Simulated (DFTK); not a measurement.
## Y in DFTK: convergence with k mesh

Crystal: Y.

```xyz
2
Lattice="3.3859 0.0000 0.0000 -1.6930 2.9323 0.0000 0.0000 0.0000 5.3198" Properties=species:S:1:pos:R:3 pbc="T T T"
Y     1.6930    0.9774    3.9899
Y     0.0000    1.9549    1.3300
```

The cell isn't the ideal one: cell squeezed.

```yaml
Program: DFTK 0.8.2
Task: convergence study
Functional: PBEsol
Potentials_or_basis: dojo.nc.sr.pbesol.v0_4_1.standard.upf (PBEsol)
Cutoff: 980 eV
k_mesh: 1 × 1 × 1
Occupations: fermi-dirac, width 0.05 eV
Spin: no spin polarisation
```

These are the settings of the first run; the series varies k mesh, with any setting tied to it.

Hardware: 1 thread of Intel(R) Xeon(R) Platinum 8488C (Sapphire Rapids) (shared host).

```tsv
k mesh	energy less the tightest run, at zero smearing (meV/atom)	pressure (GPa)	SCF cycles
1 × 1 × 1	-128.98	46.46	13
2 × 2 × 2	-860.67	-6.70	11
4 × 4 × 2	59.62	9.29	10
5 × 5 × 3	23.01	8.83	10
6 × 6 × 4	3.23	9.50	10
7 × 7 × 4	7.38	9.49	11
9 × 9 × 6	2.03	9.25	11
10 × 10 × 6	0.00	9.28	11
```

Against the tightest run, the pressure stays within 0.1 GPa from 9 × 9 × 6 on. Not settled before the last step: the energy (to 1 meV/atom). Meshes of other sizes hit other points, so gaps and Fermi surfaces needn't settle smoothly. The tightest run that finished is the yardstick and may itself not be fully converged.
